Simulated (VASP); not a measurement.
# Ag (Fm-3m) in VASP: further runs, part 2 of 3

VASP 6.6.1.

## (3) Relaxation of the atoms, r2SCAN (a relaxed cell with its volume scaled by 1.06)

The input, INCAR:

```
SYSTEM = Ag
PREC = Accurate
ENCUT = 600
EDIFF = 1E-7
ISMEAR = 1
SIGMA = 0.1
LREAL = .FALSE.
LASPH = .TRUE.
NELM = 80
ALGO = Normal
ISIF = 2
LWAVE = .FALSE.
LCHARG = .FALSE.
METAGGA = R2SCAN
LMIXTAU = .TRUE.
IBRION = 2
NSW = 40
EDIFFG = -0.01
```

The input, KPOINTS:

```
Automatic mesh
0
G
  16 16 16
  0 0 0
```

The input, POSCAR:

```
Ag                                      
1.0
    0.0000000000      2.0933359828      2.0933359828
    2.0933359828      0.0000000000      2.0933359828
    2.0933359828      2.0933359828      0.0000000000
  Ag            
     1
Direct
     0.0000000000000000    0.0000000000000000    0.0000000000000000
```

Potentials or basis: VASP PAW PBE potentials, release 64 (Ag).

Started as:

```console
$ cat potpaw_PBE.64/Ag/POTCAR > POTCAR
$ mpirun -np 1 vasp_std > vasp.out
```

OUTCAR:

```text
SYSTEM = Ag
   PREC = Accurate
   ENCUT = 600
   EDIFF = 1E-7
   ISMEAR = 1
   LREAL = .FALSE.
   LASPH = .TRUE.
   NELM = 80
   ISIF = 2
   METAGGA = R2SCAN
   IBRION = 2
   NSW = 40
   EDIFFG = -0.01

 ion  position               nearest neighbor table
   1  0.000  0.000  0.000-

  LATTYP: Found a face centered cubic cell.
 ALAT       =     4.1866719656

  Lattice vectors:

 A1 = (   0.0000000000,   2.0933359828,   2.0933359828)
 A2 = (   2.0933359828,   0.0000000000,   2.0933359828)
 A3 = (   2.0933359828,   2.0933359828,   0.0000000000)

Analysis of symmetry for initial positions (statically):
=====================================================================
 Subroutine PRICEL returns:
 Original cell was already a primitive cell.

 Routine SETGRP: Setting up the symmetry group for a
 face centered cubic supercell.

 Subroutine GETGRP returns: Found 48 space group operations
 (whereof 48 operations were pure point group operations)
 out of a pool of 48 trial point group operations.

The static configuration has the point symmetry O_h .

Analysis of symmetry for dynamics (positions and initial velocities):
=====================================================================
 Subroutine PRICEL returns:
 Original cell was already a primitive cell.

 Routine SETGRP: Setting up the symmetry group for a
 face centered cubic supercell.

 Subroutine GETGRP returns: Found 48 space group operations
 (whereof 48 operations were pure point group operations)
 out of a pool of 48 trial point group operations.

The dynamic configuration has the point symmetry O_h .

 Subroutine INISYM returns: Found 48 space group operations
 (whereof 48 operations are pure point group operations),
 and found     1 'primitive' translations

----------------------------------------------------------------------------------------

                                     Primitive cell

  volume of cell :      18.3462

  direct lattice vectors                    reciprocal lattice vectors
     0.000000000  2.093335983  2.093335983    -0.238853201  0.238853201  0.238853201
     2.093335983  0.000000000  2.093335983     0.238853201 -0.238853201  0.238853201
     2.093335983  2.093335983  0.000000000     0.238853201  0.238853201 -0.238853201

  length of vectors
     2.960424137  2.960424137  2.960424137     0.413705879  0.413705879  0.413705879

  position of ions in fractional coordinates (direct lattice)
     0.000000000  0.000000000  0.000000000

  ion indices of the primitive-cell ions
   primitive index   ion index
                 1           1

----------------------------------------------------------------------------------------

 KPOINTS: Automatic mesh

Automatic generation of k-mesh.
 Grid dimensions read from file:
 generate k-points for:   16   16   16

 Generating k-lattice:

  Cartesian coordinates                     Fractional coordinates (reciprocal lattice)
    -0.014928325  0.014928325  0.014928325     0.062500000  0.000000000  0.000000000
     0.014928325 -0.014928325  0.014928325     0.000000000  0.062500000  0.000000000
     0.014928325  0.014928325 -0.014928325     0.000000000  0.000000000  0.062500000

  Length of vectors
     0.025856617  0.025856617  0.025856617

  Shift w.r.t. Gamma in fractional coordinates (k-lattice)
     0.000000000  0.000000000  0.000000000

 Subroutine IBZKPT returns following result:
 ===========================================

 Found    145 irreducible k-points:

 Following reciprocal coordinates:
            Coordinates               Weight
  0.000000  0.000000  0.000000      1.000000
  0.062500  0.000000  0.000000      8.000000
  0.125000  0.000000  0.000000      8.000000
  0.187500  0.000000  0.000000      8.000000
  0.250000  0.000000  0.000000      8.000000
  0.312500  0.000000  0.000000      8.000000
[... 16 lines left out ...]
 -0.125000  0.062500  0.000000     24.000000
 -0.062500  0.062500  0.000000     12.000000
 [... further k-points ...]
   k-points           NKPTS =    145   k-points in BZ     NKDIM =    145   number of bands    NBANDS=      9
   number of dos      NEDOS =    301   number of ions     NIONS =      1
   total plane-waves  NPLWV =  13824
   dimension x,y,z NGX =    24 NGY =   24 NGZ =   24
   dimension x,y,z NGXF=    48 NGYF=   48 NGZF=   48
   ions per type =               1
   NGX,Y,Z   is equivalent  to a cutoff of  13.48, 13.48, 13.48 a.u.
   NGXF,Y,Z  is equivalent  to a cutoff of  26.95, 26.95, 26.95 a.u.
 SYSTEM =  Ag
   PREC   = accura    normal or accurate (medium, high low for compatibility)
   ISTART =      0    job   : 0-new  1-cont  2-samecut
   ICHARG =      2    charge: 1-file 2-atom 10-const
   ISPIN  =      1    spin polarized calculation?
   LNONCOLLINEAR =      F non collinear calculations
   LSORBIT =      F    spin-orbit coupling
   LASPH  =      T    aspherical Exc in radial PAW
   ENCUT  =  600.0 eV  44.10 Ry    6.64 a.u.   5.91  5.91  5.91*2*pi/ulx,y,z
   NELM   =     80;   NELMIN=  2; NELMDL= -5     # of ELM steps
   EDIFF  = 0.1E-06   stopping-criterion for ELM
   LREAL  =      F    real-space projection
   EDIFFG = -.1E-01   stopping-criterion for IOM
   NSW    =     40    number of steps for IOM
   IBRION =      2    ionic relax: 0-MD 1-quasi-New 2-CG
   NFREE  =      1    steps in history (QN), initial steepest desc. (CG)
   ISIF   =      2    stress and relaxation
   ISYM   =      2    0-nonsym 1-usesym 2-fastsym
   POTIM  = 0.5000    time-step for ionic-motion
   TEBEG  =    0.0;   TEEND  =   0.0 temperature during run
   PSTRESS=    0.0 pullay stress
   NELECT =      11.0000    total number of electrons
   NUPDOWN=      -1.0000    fix difference up-down
   EMIN   =  10.00;   EMAX   =-10.00  energy-range for DOS
   EFERMI =   0.00;   METHOD = LEGACY
   ISMEAR =     1;   SIGMA  =   0.10  broadening in eV -4-tet -1-fermi 0-gaus
   EFERMI_NEDOS =   21; number of points for ismear=-14 and -15
   IALGO  =     38    algorithm
   IMIX   =      4    mixing-type and parameters
     AMIX     =   0.40;   BMIX     =  1.00
     AMIX_MAG =   1.60;   BMIX_MAG =  1.00
  volume/ion in A,a.u.               =      18.35       123.81
  Fermi-wavevector in a.u.,A,eV,Ry     =   1.380459  2.608689 25.928167  1.905667
  Thomas-Fermi vector in A             =   2.505334
   LORBIT       =      0    0 simple, 1 ext, 2 COOP (PROOUT), +10 PAW based schemes
   METAGGA = R2SCAN    functional components
   LHFCALC =     F    Hartree Fock is set to
   AEXX    =    0.0000 exact exchange contribution
   IVDW    =     0    specifies the selected vdW correction
   LEPSILON=     F    determine dielectric tensor
   LRPA    =     F    only Hartree local field effects (RPA)
 conjugate gradient relaxation of ions
 non-spin polarized calculation
 Methfessel and Paxton  Order N= 1 SIGMA  =   0.10
  energy-cutoff  :      600.00
  volume of cell :       18.35
 maximum number of plane-waves:       622
   NGX = 11   NGY = 11   NGZ = 11

 number of electron      11.0000001 magnetization

 Free energy of the ion-electron system (eV)
  ---------------------------------------------------
  ext. energy  EPLUGINS =         0.00000000
  ---------------------------------------------------
  free energy    TOTEN  =       -21.34168462 eV

  energy without entropy =      -21.34166050  energy(sigma->0) =      -21.34167658

 E-fermi :   7.4278     XC(G=0): -12.4636

 val. band max:        7.4134527728   @ k =   0.5000   0.1875   0.0625
 cond. band min:       7.4979934680   @ k =   0.5000   0.0625   0.0000
 fundamental gap:      0.0845406952
 Fermi energy:         7.4278194536

 k-point     1 :       0.0000    0.0000    0.0000
  band No.  band energies     occupation
      1       0.0473      2.00000
      2       2.5796      2.00000
      3       2.5796      2.00000
      4       2.5796      2.00000
      5       3.4951      2.00000
      6       3.4951      2.00000
      7      23.9164      0.00000
      8      27.1797      0.00000
      9      27.1797      0.00000
[... 265 lines left out ...]
 k-point    24 :      -0.0625    0.0625    0.0000
  band No.  band energies     occupation
      1       0.3592      2.00000
      2       2.5048      2.00000
      3       2.6522      2.00000
      4       2.6797      2.00000
      5       3.4258      2.00000
      6       3.5148      2.00000
      7      23.7746      0.00000
      8      25.1110      0.00000
      9      26.4902      0.00000

 [... further k-points ...]

------------------------ aborting loop because EDIFF is reached ----------------------------------------

  FORCE on cell =-STRESS in cart. coord.  units (eV):
  Direction    XX          YY          ZZ          XY          YZ          ZX
  --------------------------------------------------------------------------------------
  -------------------------------------------------------------------------------------
  Total       -0.5689963     -0.5689963     -0.5689963     -0.0000000     -0.0000000     -0.0000000
  in kB      -49.6904863    -49.6904863    -49.6904863     -0.0000000     -0.0000000     -0.0000000
  external PRESSURE =     -49.6904863 kB  Pullay stress =       0.0000000 kB

 VOLUME and BASIS-vectors are now :
 -----------------------------------------------------------------------------
  energy-cutoff  :      600.00
  volume of cell :       18.35
      direct lattice vectors                 reciprocal lattice vectors
     0.000000000  2.093335983  2.093335983    -0.238853201  0.238853201  0.238853201
     2.093335983  0.000000000  2.093335983     0.238853201 -0.238853201  0.238853201
     2.093335983  2.093335983  0.000000000     0.238853201  0.238853201 -0.238853201

 POSITION                                       TOTAL-FORCE (eV/Angst)
 -----------------------------------------------------------------------------------
      0.00000      0.00000      0.00000         0.000000      0.000000      0.000000
 -----------------------------------------------------------------------------------
    total drift:                                0.000000     -0.000000     -0.000000

  FREE ENERGIE OF THE ION-ELECTRON SYSTEM (eV)
  ---------------------------------------------------
  free  energy   TOTEN  =       -21.3416846208 eV

  energy  without entropy=      -21.3416605003  energy(sigma->0) =      -21.34167658

 reached required accuracy - stopping structural energy minimisation
```

It took 58 s on 1 thread of AMD EPYC 9R45 (Zen 5), shared host; peak memory 0.14 GiB.

What came out:

```yaml
Free_energy: -21.3417 eV
Pressure_after_relaxing: -5.0 GPa
Band_gap_on_the_k_mesh: none (metal or under the smearing width)
```

Final structure:
```
CELL_PARAMETERS angstrom
0.00000 2.09334 2.09334
2.09334 0.00000 2.09334
2.09334 2.09334 0.00000
ATOMIC_POSITIONS crystal
Ag 0.00000 0.00000 0.00000
```

Caveat: the relaxation stopped at its first step, so nothing moved; the PAW data sets were made with another functional, which shifts forces and pressure a little.

(Part 2 of 3 ends here.)
